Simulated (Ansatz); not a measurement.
Runs of Ansatz 0.2.0 on Sb. It takes space group Pm-3m (No. 221, cubic). Conventional cell: a = 3.160 Å, b = 3.160 Å, c = 3.160 Å, α = 90.00°, β = 90.00°, γ = 90.00°. Around Sb (site symmetry m-3m) lie 6 Sb at 3.16 Å. This isn't the form of Sb at room conditions, which is rhombohedral.

```tsv
task	level	potentials or basis	spin	cell	k mesh	cutoff (eV)	smearing	basis error allowed	mesh quality	gap on the mesh (eV)	pressure (GPa)
single point	PBEsol	all-electron LAPW, scalar-relativistic	off	as given	5 × 5 × 5	184	fermi-dirac 0.03 eV	0.001 eV/atom	coarse	none	(a)
band structure	PBEsol	all-electron LAPW, non-relativistic	off	as given	8 × 8 × 8	184	fermi-dirac 0.05 eV	0.001 eV/atom	not flagged	-	-4.3
single point	HSE06	all-electron PAW datasets made for the crystal	off	as given	6 × 6 × 6	270	fermi-dirac 0.05 eV	-	coarse	none	-
single point	PBE0	all-electron PAW datasets made for the crystal	off	as given	6 × 6 × 6	270	fermi-dirac 0.05 eV	-	coarse	none	-
electric field gradients	PBE	all-electron PAW datasets made for the crystal	off	cell strained at random at fixed volume	8 × 8 × 8	140	gaussian 0.05 eV	-	not flagged	none	-2.3
single point	PBEsol	all-electron PAW datasets made for the crystal	off	as given	6 × 6 × 6	140	fermi-dirac 0.05 eV	-	coarse	none	(b)
projected density of states	BLYP+D4	all-electron LAPW, scalar-relativistic	collinear, random start	as given	8 × 8 × 8	169	fermi-dirac 0.01 eV	0.002 eV/atom	not flagged	-	-3.1
band structure	PBEsol	all-electron LAPW, inner shells corrected to Dirac's equation	off	as given	8 × 8 × 8	184	fermi-dirac 0.05 eV	0.001 eV/atom	not flagged	-	-4.7
```

Task: Estimate the missing entries.

Result: (a) -4.8; (b) -3.9.

Caveats: some runs use coarse meshes; the k mesh is thin for a metal, which can move the energy by tens of meV per atom (some runs); the program warned that the printed levels may be off, so bands, gaps and densities of states are rough (some runs); relativity is left out, which matters for the heavier elements (some runs); pairwise dispersion overbinds metals, which lowers pressure and volume (some runs).

A k mesh can miss the band edges, and the runs leave out spin-orbit coupling on Sb.

A gap of «none» marks a metal or a gap under the smearing width.

Not every run made on this cell is shown here.
